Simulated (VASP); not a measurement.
Output of a VASP run:

**OSZICAR**
```
...
DAV:  13    -0.148377487756E+02    0.21477E-05   -0.23590E-05  2234   0.332E-02    0.130E-03
DAV:  14    -0.148377480624E+02    0.71320E-06   -0.15376E-06  1874   0.944E-03
   1 F= -.14837748E+02 E0= -.14837748E+02  d E =-.148377E+02
       N       E                     dE             d eps       ncg     rms          rms(c)
DAV:   1    -0.149096988921E+02   -0.71950E-01   -0.96988E-01  1787   0.872E+00    0.171E+00
DAV:   2    -0.148638717148E+02    0.45827E-01   -0.48314E-01  1898   0.437E+00    0.768E-01
DAV:   3    -0.148566124152E+02    0.72593E-02   -0.30052E-02  2000   0.125E+00    0.472E-01
DAV:   4    -0.148571762079E+02   -0.56379E-03   -0.46085E-03  2134   0.736E-01    0.910E-02
DAV:   5    -0.148573160092E+02   -0.13980E-03   -0.16736E-03  2260   0.372E-01    0.308E-02
DAV:   6    -0.148572976825E+02    0.18327E-04   -0.37313E-05  2347   0.598E-02    0.246E-02
DAV:   7    -0.148573299760E+02   -0.32293E-04   -0.24975E-05  2538   0.449E-02    0.135E-02
DAV:   8    -0.148573180014E+02    0.11975E-04   -0.40571E-06  1901   0.205E-02    0.255E-03
DAV:   9    -0.148573193207E+02   -0.13193E-05   -0.67325E-07  1179   0.955E-03    0.139E-03
DAV:  10    -0.148573196488E+02   -0.32819E-06   -0.15120E-07  1042   0.431E-03
   2 F= -.14857320E+02 E0= -.14857320E+02  d E =-.195716E-01
       N       E                     dE             d eps       ncg     rms          rms(c)
DAV:   1    -0.148588392996E+02   -0.15200E-02   -0.22069E-02  1805   0.131E+00    0.257E-01
DAV:   2    -0.148578391881E+02    0.10001E-02   -0.11084E-02  1945   0.664E-01    0.116E-01
DAV:   3    -0.148576993200E+02    0.13987E-03   -0.68290E-04  2021   0.192E-01    0.716E-02
DAV:   4    -0.148576442795E+02    0.55041E-04   -0.10270E-04  2446   0.110E-01    0.141E-02
DAV:   5    -0.148576554128E+02   -0.11133E-04   -0.33489E-05  2325   0.507E-02    0.432E-03
DAV:   6    -0.148576531417E+02    0.22711E-05   -0.60198E-07  1271   0.852E-03    0.328E-03
DAV:   7    -0.148576569525E+02   -0.38108E-05   -0.50410E-07  1021   0.775E-03    0.156E-03
DAV:   8    -0.148576554012E+02    0.15513E-05   -0.20738E-07   988   0.597E-03    0.868E-05
DAV:   9    -0.148576555107E+02   -0.10948E-06   -0.45436E-08   973   0.238E-03
   3 F= -.14857656E+02 E0= -.14857656E+02  d E =-.199074E-01
       N       E                     dE             d eps       ncg     rms          rms(c)
DAV:   1    -0.148576753224E+02   -0.19921E-04   -0.51513E-04  1826   0.200E-01    0.392E-02
DAV:   2    -0.148576468993E+02    0.28423E-04   -0.26002E-04  1972   0.101E-01    0.178E-02
DAV:   3    -0.148576407721E+02    0.61272E-05   -0.16059E-05  2024   0.295E-02    0.110E-02
DAV:   4    -0.148576505508E+02   -0.97787E-05   -0.17938E-06  1552   0.169E-02    0.175E-03
DAV:   5    -0.148576490649E+02    0.14859E-05   -0.96080E-07  1052   0.937E-03    0.603E-04
DAV:   6    -0.148576493209E+02   -0.25597E-06   -0.15455E-07   970   0.440E-03
   4 F= -.14857649E+02 E0= -.14857649E+02  d E =-.199013E-01
       N       E                     dE             d eps       ncg     rms          rms(c)
DAV:   1    -0.148576936356E+02   -0.44571E-04   -0.22307E-03  1799   0.547E-01    0.346E-02
DAV:   2    -0.148576746657E+02    0.18970E-04   -0.26551E-05  2105   0.595E-02    0.196E-02
DAV:   3    -0.148576777300E+02   -0.30643E-05   -0.16904E-05  2247   0.302E-02    0.235E-03
DAV:   4    -0.148576774716E+02    0.25839E-06   -0.91992E-07  1372   0.943E-03
   5 F= -.14857677E+02 E0= -.14857677E+02  d E =-.281507E-04
```

File OUTCAR:
```
------------------------ aborting loop because EDIFF is reached ----------------------------------------
  FORCE on cell =-STRESS in cart. coord.  units (eV):
  Direction    XX          YY          ZZ          XY          YZ          ZX
  --------------------------------------------------------------------------------------
  Total       -0.0082453     -0.0082453     -0.0335217      0.0000000      0.0000000      0.0000000
  in kB       -0.3159439     -0.3159439     -1.2844917      0.0000000      0.0000000      0.0000000
  external PRESSURE =      -0.6387932 kB  Pullay stress =       0.0000000 kB
  volume of cell :       41.81
      direct lattice vectors                 reciprocal lattice vectors
     3.568407914 -0.000000000  0.000000000     0.280237020  0.161794913 -0.000000000
    -1.784203957  3.090332019 -0.000000000     0.000000000  0.323589826 -0.000000000
    -0.000000000  0.000000000  3.791623445    -0.000000000  0.000000000  0.263739270
 POSITION                                       TOTAL-FORCE (eV/Angst)
 -----------------------------------------------------------------------------------
     -1.78420      3.09033      1.89581        -0.000000      0.000000      0.000000
     -0.00000      2.06022      3.79162        -0.000000     -0.000000      0.000000
      1.78421      1.03011     -0.00000         0.000000      0.000000     -0.000000
     -1.78420      3.09033     -0.00000        -0.000000      0.000000      0.000000
 -----------------------------------------------------------------------------------
    total drift:                                0.000000      0.000000      0.000000
  FREE ENERGIE OF THE ION-ELECTRON SYSTEM (eV)
  ---------------------------------------------------
  free  energy   TOTEN  =       -14.8576774716 eV

  energy  without entropy=      -14.8576774716  energy(sigma->0) =      -14.85767747

 reached required accuracy - stopping structural energy minimisation
```
(Selected blocks of OUTCAR.)

### POSCAR
```
Li3N
1
    3.6097300000     0.0000000000     0.0000000000
   -1.8048650000     3.1261180000     0.0000000000
    0.0000000000     0.0000000000     3.8546400000
Li N
3 1
Direct
  0.0000000000   0.0000000000   0.5000000000
  0.3333330000   0.6666670000   0.0000000000
  0.6666670000   0.3333330000   0.0000000000
  0.0000000000   0.0000000000   0.0000000000
```

Q: Write an INCAR and KPOINTS that could have produced this output.

A: One answer among several that fit: the input of the run itself, revPBE GGA, plane waves, VASP's PBE PAW potentials (set 64).

**INCAR**
```
# general
SYSTEM  =  Li3N
PREC    =  Accurate
ENCUT   =  400
LREAL   =  F
LASPH   =  T

# electronic loop
EDIFF   =  1E-6
NELM    =  100
ALGO    =  Normal

# smearing
ISMEAR  =  0
SIGMA   =  0.01

# functional
GGA     =  RE

# ions
IBRION  =  2
NSW     =  50
ISIF    =  3
EDIFFG  =  -0.01

# output
LWAVE   =  F
LCHARG  =  F
```

KPOINTS:
```
Automatic mesh
0
G
  11 11 9
```

POTCAR, in this order: Li_sv N (PBE.64 set). Program: vasp_std.

At this cut-off the stress carries a Pulay error, which pulls relaxed volumes low. Energy and stress use the plane-wave basis of the starting cell.

The structure comes from a computed database's Li3N entry; how it stands against other phases isn't given here. This run relaxes it. Symmetry was kept, so distortions that lower it aren't found. The run is one of a series of settings (EDIFFG = -0.01, IBRION = 2, ISIF = 3, NSW = 50 against the base run), some of them coarse on purpose.
